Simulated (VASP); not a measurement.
# Ca (P6_3/mmc) in VASP: further runs

One crystal, Ca, is run at these levels: PBE; tasks: single point.

All numbers are computed with VASP 6.6.1; they aren't measurements. Logs are shortened: lines on timing, memory, paths and dates and some standing lists are left out, and cuts for length are marked.

### Step 1. The cell of the first run

Symmetry: P6_3/mmc, No. 194, hexagonal system. Conventional cell: a = 3.662 Å, b = 3.662 Å, c = 6.520 Å, α = 90.00°, β = 90.00°, γ = 120.00°. Ca (site symmetry -6m2) is surrounded by 12 Ca at 3.66 to 3.89 Å.

This isn't the form of Ca at room conditions, which is fcc.

### Step 2. Single point, PBE (strain -0.080 along x and y, +0.000 along z, atoms carried along)

The input, INCAR:

```
PREC     = Accurate       # precision mode
ENCUT    = 520            # plane-wave cutoff, eV
EDIFF    = 1E-6           # SCF threshold, eV
ISMEAR   = 0              # smearing method
SIGMA    = 0.15           # smearing width, eV
LREAL    = F              # projectors in reciprocal space
LASPH    = T              # aspherical terms in the spheres
NELM     = 100            # most SCF steps
ALGO     = Fast           # electronic algorithm
ISIF     = 2              # what is computed and relaxed
LWAVE    = F              # write WAVECAR
LCHARG   = F              # write CHGCAR
GGA      = PE             # functional
NBANDS   = 17             # bands
```

The input, KPOINTS:

```
regular mesh
0
Gamma
  15 15 8
```

The input, POSCAR:

```
Ca
1.0
    3.6615995590      0.0000000000      0.0000000000
   -1.8307997795      3.1710382365      0.0000000000
    0.0000000000      0.0000000000      6.5200000000
Ca
2
Direct
    0.3333333333      0.6666666667      0.2500000000
    0.6666666667      0.3333333333      0.7500000000
```

Potentials or basis: VASP PAW PBE potentials, release 64 (Ca_sv).

Command:

```console
$ cat potpaw_PBE.64/Ca_sv/POTCAR > POTCAR
$ mpirun -np 1 vasp_std > vasp.out
```

OUTCAR:

```text
PREC = Accurate
   ENCUT = 520
   EDIFF = 1E-6
   ISMEAR = 0
   LREAL = F
   LASPH = T
   NELM = 100
   ISIF = 2
   GGA = PE

 ion  position               nearest neighbor table
   1  0.333  0.667  0.250-
   2  0.667  0.333  0.750-

  LATTYP: Found a hexagonal cell.
 ALAT       =     3.6615995590
 C/A-ratio  =     1.7806425566

  Lattice vectors:

 A1 = (   3.6615995590,   0.0000000000,   0.0000000000)
 A2 = (  -1.8307997795,   3.1710382365,   0.0000000000)
 A3 = (   0.0000000000,   0.0000000000,   6.5200000000)

Analysis of symmetry for initial positions (statically):
=====================================================================
 Subroutine PRICEL returns:
 Original cell was already a primitive cell.

 Routine SETGRP: Setting up the symmetry group for a
 hexagonal supercell.

 Subroutine GETGRP returns: Found 24 space group operations
 (whereof 12 operations were pure point group operations)
 out of a pool of 24 trial point group operations.

The static configuration has the point symmetry D_3d.
 The point group associated with its full space group is D_6h.

Analysis of symmetry for dynamics (positions and initial velocities):
=====================================================================
 Subroutine PRICEL returns:
 Original cell was already a primitive cell.

 Routine SETGRP: Setting up the symmetry group for a
 hexagonal supercell.

 Subroutine GETGRP returns: Found 24 space group operations
 (whereof 12 operations were pure point group operations)
 out of a pool of 24 trial point group operations.

The dynamic configuration has the point symmetry D_3d.
 The point group associated with its full space group is D_6h.

 Subroutine INISYM returns: Found 24 space group operations
 (whereof 12 operations are pure point group operations),
 and found     1 'primitive' translations

----------------------------------------------------------------------------------------

                                     Primitive cell

  volume of cell :      75.7042

  direct lattice vectors                    reciprocal lattice vectors
     3.661599559  0.000000000  0.000000000     0.273104687  0.157677064  0.000000000
    -1.830799779  3.171038236  0.000000000     0.000000000  0.315354129  0.000000000
     0.000000000  0.000000000  6.520000000     0.000000000  0.000000000  0.153374233

[... 82 lines left out ...]
   NELM   =    100;   NELMIN=  2; NELMDL= -5     # of ELM steps
   EDIFF  = 0.1E-05   stopping-criterion for ELM
   LREAL  =      F    real-space projection
   EDIFFG = 0.1E-04   stopping-criterion for IOM
   NSW    =      0    number of steps for IOM
   IBRION =     -1    ionic relax: 0-MD 1-quasi-New 2-CG
   NFREE  =      0    steps in history (QN), initial steepest desc. (CG)
   ISIF   =      2    stress and relaxation
   ISYM   =      2    0-nonsym 1-usesym 2-fastsym
   POTIM  = 0.5000    time-step for ionic-motion
   TEBEG  =    0.0;   TEEND  =   0.0 temperature during run
   PSTRESS=    0.0 pullay stress
   NELECT =      20.0000    total number of electrons
   NUPDOWN=      -1.0000    fix difference up-down
   EMIN   =  10.00;   EMAX   =-10.00  energy-range for DOS
   EFERMI =   0.00;   METHOD = LEGACY
   ISMEAR =     0;   SIGMA  =   0.15  broadening in eV -4-tet -1-fermi 0-gaus
   EFERMI_NEDOS =   21; number of points for ismear=-14 and -15
   IALGO  =     68    algorithm
   IMIX   =      4    mixing-type and parameters
     AMIX     =   0.40;   BMIX     =  1.00
     AMIX_MAG =   1.60;   BMIX_MAG =  1.00
  volume/ion in A,a.u.               =      37.85       255.44
  Fermi-wavevector in a.u.,A,eV,Ry     =   1.050457  1.985075 15.013477  1.103459
  Thomas-Fermi vector in A             =   2.185461
   LORBIT       =      0    0 simple, 1 ext, 2 COOP (PROOUT), +10 PAW based schemes
   GGA     = PE    functional components
   LHFCALC =     F    Hartree Fock is set to
   AEXX    =    0.0000 exact exchange contribution
   IVDW    =     0    specifies the selected vdW correction
   LEPSILON=     F    determine dielectric tensor
   LRPA    =     F    only Hartree local field effects (RPA)
 non-spin polarized calculation
 RMM-DIIS sequential band-by-band and
 Gauss-broadening in eV      SIGMA  =   0.15
  energy-cutoff  :      520.00
  volume of cell :       75.70
 maximum number of plane-waves:      2055
 NGX is ok and might be reduce to    28

 number of electron      20.0000004 magnetization

 Free energy of the ion-electron system (eV)
  ---------------------------------------------------
  ext. energy  EPLUGINS =         0.00000000
  ---------------------------------------------------
  free energy    TOTEN  =        -3.76332908 eV

  energy without entropy =       -3.74051748  energy(sigma->0) =       -3.75192328

 E-fermi :   2.4432     XC(G=0):  -8.0773

 val. band max:        2.4392842993   @ k =   0.2000   0.0000   0.1250
 cond. band min:       2.4459298517   @ k =   0.3333   0.2667   0.1250
 fundamental gap:      0.0066455524
 Fermi energy:         2.4431583893

 k-point     1 :       0.0000    0.0000    0.0000
  band No.  band energies     occupation
      1     -39.3609      2.00000
      2     -39.3458      2.00000
      3     -20.4156      2.00000
      4     -20.2750      2.00000
      5     -20.2750      2.00000
      6     -20.2586      2.00000
[... 457 lines left out ...]
      4     -20.4388      2.00000
      5     -20.3730      2.00000
      6     -20.3471      2.00000
[... 9 lines left out ...]
     16       6.1708      0.00000
     17       6.4665      0.00000

 [... further k-points ...]

------------------------ aborting loop because EDIFF is reached ----------------------------------------

  FORCE on cell =-STRESS in cart. coord.  units (eV):
  Direction    XX          YY          ZZ          XY          YZ          ZX
  --------------------------------------------------------------------------------------
  -------------------------------------------------------------------------------------
  Total        1.6497412      1.6497412      0.0421042     -0.0000000      0.0000000      0.0000000
  in kB       34.9145529     34.9145529      0.8910780     -0.0000000      0.0000000      0.0000000
  external PRESSURE =      23.5733946 kB  Pullay stress =       0.0000000 kB

 VOLUME and BASIS-vectors are now :
 -----------------------------------------------------------------------------
  energy-cutoff  :      520.00
  volume of cell :       75.70
      direct lattice vectors                 reciprocal lattice vectors
     3.661599559  0.000000000  0.000000000     0.273104687  0.157677064  0.000000000
    -1.830799779  3.171038236  0.000000000     0.000000000  0.315354129  0.000000000
     0.000000000  0.000000000  6.520000000     0.000000000  0.000000000  0.153374233

 POSITION                                       TOTAL-FORCE (eV/Angst)
 -----------------------------------------------------------------------------------
     -0.00000      2.11403      1.63000        -0.000000      0.000000     -0.000000
      1.83080      1.05701      4.89000         0.000000     -0.000000      0.000000
 -----------------------------------------------------------------------------------
    total drift:                               -0.000000      0.000000     -0.000000

  FREE ENERGIE OF THE ION-ELECTRON SYSTEM (eV)
  ---------------------------------------------------
  free  energy   TOTEN  =        -3.7633290754 eV

  energy  without entropy=       -3.7405174799  energy(sigma->0) =       -3.75192328
```

OSZICAR:

```text
N       E                     dE             d eps       ncg     rms          rms(c)
DAV:   1     0.173513868948E+03    0.17351E+03   -0.10256E+04  4598   0.108E+03
DAV:   2     0.535684439086E+01   -0.16816E+03   -0.16611E+03  5230   0.320E+02
DAV:   3    -0.352741988387E+01   -0.88843E+01   -0.88283E+01  8864   0.544E+01
DAV:   4    -0.378803663102E+01   -0.26062E+00   -0.26024E+00  5568   0.101E+01
DAV:   5    -0.380057934960E+01   -0.12543E-01   -0.12537E-01  7761   0.138E+00    0.294E+00
RMM:   6    -0.377286841281E+01    0.27711E-01   -0.22987E-02  4829   0.147E+00    0.183E+00
RMM:   7    -0.376343868735E+01    0.94297E-02   -0.47381E-02  5169   0.235E+00    0.158E-01
RMM:   8    -0.376280769277E+01    0.63099E-03   -0.12163E-02  5722   0.114E+00    0.395E-02
RMM:   9    -0.376321670894E+01   -0.40902E-03   -0.45384E-03  7062   0.536E-01    0.489E-02
RMM:  10    -0.376330182262E+01   -0.85114E-04   -0.74098E-04  7007   0.177E-01    0.625E-02
RMM:  11    -0.376331518479E+01   -0.13362E-04   -0.37446E-04  7105   0.149E-01    0.256E-02
RMM:  12    -0.376332407017E+01   -0.88854E-05   -0.11056E-04  7680   0.560E-02    0.204E-02
RMM:  13    -0.376332788032E+01   -0.38102E-05   -0.34667E-05  6957   0.235E-02    0.572E-03
RMM:  14    -0.376332847576E+01   -0.59543E-06   -0.11208E-05  6196   0.140E-02    0.534E-03
RMM:  15    -0.376332907542E+01   -0.59966E-06   -0.54209E-06  5363   0.780E-03
   1 F= -.37633291E+01 E0= -.37519233E+01  d E =-.228116E-01
```

Wall time 73 s (1 thread of Intel Xeon 6975P-C (Granite Rapids), shared host); peak memory 0.28 GiB.

What came out:

- Free energy: -3.7633 eV
- Pressure: 2.4 GPa
- Band gap on the k mesh: none (metal or under the smearing width)

Levels at points of the mesh, in eV from the Fermi level:
```
           k point  band 7  band 8  band 9  band 10  band 11  band 12  band 13  band 14
(0.00, 0.00, 0.00)  -22.70  -22.70   -4.25    -1.36    -0.46     2.02     2.49     2.49
(0.00, 0.00, 0.50)  -22.71  -22.71   -3.27    -3.27     1.14     1.14     2.52     2.52
```

### Step 3. Single point, PBE (strain -0.080 along x and y, -0.080 along z, atoms carried along)

The input, INCAR:

```
SYSTEM = Ca
ALGO = Fast
EDIFF = 1E-7
ENCUT = 520
GGA = PE
ISIF = 2
ISMEAR = 0
LASPH = .TRUE.
LCHARG = .FALSE.
LREAL = .FALSE.
LWAVE = .FALSE.
NBANDS = 17
NELM = 100
PREC = Accurate
SIGMA = 0.15
```

The input, KPOINTS:

```
k-points
0
G
  15 15 8
  0 0 0
```

POSCAR, as its differences from that of step 2:

```diff
@@ -4,3 +4,3 @@
    -1.8307997795      3.1710382365      0.0000000000
-    0.0000000000      0.0000000000      6.5200000000
+    0.0000000000      0.0000000000      5.9984000000
 Ca
```

Potentials or basis: VASP PAW PBE potentials, release 64 (Ca_sv).

Command:

```console
$ cat potpaw_PBE.64/Ca_sv/POTCAR > POTCAR
$ mpirun -np 1 vasp_std > vasp.out
```

OUTCAR:

```text
SYSTEM = Ca
   EDIFF = 1E-7
   ENCUT = 520
   GGA = PE
   ISIF = 2
   ISMEAR = 0
   LASPH = .TRUE.
   LREAL = .FALSE.
   NELM = 100
   PREC = Accurate

 ion  position               nearest neighbor table
   1  0.333  0.667  0.250-
   2  0.667  0.333  0.750-

  LATTYP: Found a hexagonal cell.
 ALAT       =     3.6615995590
 C/A-ratio  =     1.6381911521

  Lattice vectors:

 A1 = (   3.6615995590,   0.0000000000,   0.0000000000)
[... 670 lines left out ...]

------------------------ aborting loop because EDIFF is reached ----------------------------------------

  FORCE on cell =-STRESS in cart. coord.  units (eV):
  Direction    XX          YY          ZZ          XY          YZ          ZX
  --------------------------------------------------------------------------------------
  -------------------------------------------------------------------------------------
  Total        1.9504304      1.9504304      2.2148313      0.0000000     -0.0000000     -0.0000000
  in kB       44.8676461     44.8676461     50.9499181      0.0000000     -0.0000000     -0.0000000
  external PRESSURE =      46.8950701 kB  Pullay stress =       0.0000000 kB

 VOLUME and BASIS-vectors are now :
 -----------------------------------------------------------------------------
  energy-cutoff  :      520.00
  volume of cell :       69.65
      direct lattice vectors                 reciprocal lattice vectors
     3.661599559  0.000000000  0.000000000     0.273104687  0.157677064  0.000000000
    -1.830799779  3.171038236  0.000000000     0.000000000  0.315354129  0.000000000
     0.000000000  0.000000000  5.998400000     0.000000000  0.000000000  0.166711123

 POSITION                                       TOTAL-FORCE (eV/Angst)
 -----------------------------------------------------------------------------------
     -0.00000      2.11403      1.49960         0.000000     -0.000000     -0.000000
      1.83080      1.05701      4.49880         0.000000      0.000000      0.000000
 -----------------------------------------------------------------------------------
    total drift:                               -0.000000      0.000000      0.000000

  FREE ENERGIE OF THE ION-ELECTRON SYSTEM (eV)
  ---------------------------------------------------
  free  energy   TOTEN  =        -3.6676593023 eV

  energy  without entropy=       -3.6424091446  energy(sigma->0) =       -3.65503422
```

stdout:

```text
POSCAR found type information on POSCAR Ca
 POSCAR found :  1 types and       2 ions
 scaLAPACK will be used
 LDA part: xc-table for (Slater+PW92), standard interpolation
 POSCAR, INCAR and KPOINTS ok, starting setup
 FFT: planning ... GRIDC
 FFT: planning ... GRID_SOFT
 FFT: planning ... GRID
 WAVECAR not read
 entering main loop
WARNING in EDDRMM: call to ZHEGV failed, returncode =   6  3      9
WARNING in EDDRMM: call to ZHEGV failed, returncode =   8  4     10
WARNING in EDDRMM: call to ZHEGV failed, returncode =   8  4      9
WARNING in EDDRMM: call to ZHEGV failed, returncode =   6  3      9
 num prob  num prob  num prob  num prob RMM:  15    -0.366765874484E+01   -0.78736E-06   -0.57616E-06  7056   0.729E-03    0.208E-03
 num prob  num prob  num prob  num prob  num prob  num prob  num prob  num prob  num prob  num prob  num prob  num prob  num prob  num prob  num prob  num prob  num prob  num prob  num prob WARNING in EDDRMM: call to ZHEGV failed, returncode =   6  3     15
 num prob  num prob  num prob  num prob  num prob  num prob  num prob  num prob  num prob  num prob  num prob  num prob  num prob  num prob  num prob  num prob  num prob RMM:  17    -0.366765930235E+01    0.53202E-07   -0.90880E-07  5906   0.384E-03
```

It took 92 s on 1 thread of Intel Xeon 6975P-C (Granite Rapids), shared host; peak memory 0.28 GiB.

Results:

* Free energy: -3.6677 eV
* Pressure: 4.7 GPa
* Band gap on the k mesh: none (metal or under the smearing width)

Stress tensor (GPa, compression positive):
```
4.49 0.00 0.00
0.00 4.49 0.00
0.00 0.00 5.09
```

Levels at points of the mesh, in eV from the Fermi level:
```tsv
k point	band 8	band 9	band 10	band 11	band 12	band 13
(0.00, 0.00, 0.00)	-22.50	-4.42	-1.15	-0.03	2.50	2.51
(0.00, 0.00, 0.50)	-22.53	-3.24	-3.24	1.47	1.47	2.50
```

[end of part 1 of 2]
